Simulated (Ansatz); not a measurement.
# Hafnium, beta-Sn type under RPBE: ground state and equation of state

The plan for hafnium in the beta-Sn type structure: relax it, solve it on a dense k-mesh, then scale the cell to 7 volumes from 88 to 112 % of the relaxed one and try a fit of the equation of state. Spin polarisation is left out. The k-meshes are 12×12×8 for the relaxation; 17×17×17 for the dense run; 12×12×11 for the volumes.

Program: Ansatz 0.2.0. Level of theory: DFT RPBE, plane waves (420 eV) with PAW, scalar-relativistic; PAW files made under PBE, frozen cores solved again for the functional. These are calculated values, not measurements.

**1. The system as given**

It takes space group I4_1/amd (No. 141, tetragonal). The conventional cell has a = 5.563 Å, b = 5.563 Å, c = 3.037 Å, α = 90.00°, β = 90.00°, γ = 90.00°. Hf (site symmetry -4m2) has 6 Hf at 2.88 to 3.04 Å as nearest neighbours.

As a file:

```
Hf
1.0
    -2.78149    2.78149    1.51869
     2.78149   -2.78149    1.51869
     2.78149    2.78149   -1.51869
Hf
2
Direct
  0.00000 0.00000 0.00000
  0.75000 0.25000 0.50000
```

**2. Geometry optimisation**

Contents of input.yaml:

```yaml
crystal:
  lattice:
    - [-2.7814895756, 2.7814895756, 1.5186933083]
    - [2.7814895756, -2.7814895756, 1.5186933083]
    - [2.7814895756, 2.7814895756, -1.5186933083]
  atoms:
    - { symbol: Hf, position: [0.0, 0.0, 0.0] }
    - { symbol: Hf, position: [0.75, 0.25, 0.5] }
hamiltonian:
  xc: rpbe
  pseudopotentials:
    kind: paw
    azcp:
      Hf: "pseudopotentials/Hf.paw.azcp"
basis:
  ecutwfc: 420
  fft_grid_basis: typed
kpoints:
  mp_grid: { grid: [12, 12, 8], shift: [0, 0, 0] }
magnetization:
  spin_polarized: false
scf:
  occupations: { method: fermi_dirac, width: 0.1 }
relax:
  max_steps: 60
  f_tol: 0.01
  cell: {}
output:
  write_density: true
  write_potential: true
  elf: true
  volumetric_format: npy
```

The runs that follow: The energy on a finer k-mesh; At 88 % of the relaxed volume; At 92 % of the relaxed volume; At 96 % of the relaxed volume; At 100 % of the relaxed volume; At 104 % of the relaxed volume; At 108 % of the relaxed volume; At 112 % of the relaxed volume.

Q: Predict the outcome of this session. Wanted: space group; conventional cell; volume; shortest distance; gap on the mesh; relative to hcp; V₀, B₀, B₀′.

**Answer**, as computed:

| quantity | value |
| --- | --- |
| space group (spins left aside) | Cmcm (No. 63) |
| conventional cell | a = 3.079 Å, b = 10.225 Å, c = 3.114 Å |
| volume | 24.512 Å³/atom |
| shortest distance | 3.061 Å |
| gap on the mesh | none (levels filled in part) |
| relative to hcp | +199 meV/atom |
| V₀, B₀, B₀′ | 24.488 Å³/atom, 92 GPa, 3.4 |

In words: From the guessed start the volume grew by 4.3 % in 25 steps. What began as beta-Sn type has relaxed into Cmcm. What follows belongs to that structure, not to the type named at the start. The mesh has less symmetry than the lattice, which may have let the distortion in. Against the reference form of hafnium (hcp, computed apart with the same settings) it stands 199 meV/atom higher. Levels at the Fermi energy are filled in part, as in a metal. The fitted modulus is 92 GPa; letting shape and positions relax at each volume could only lower it.
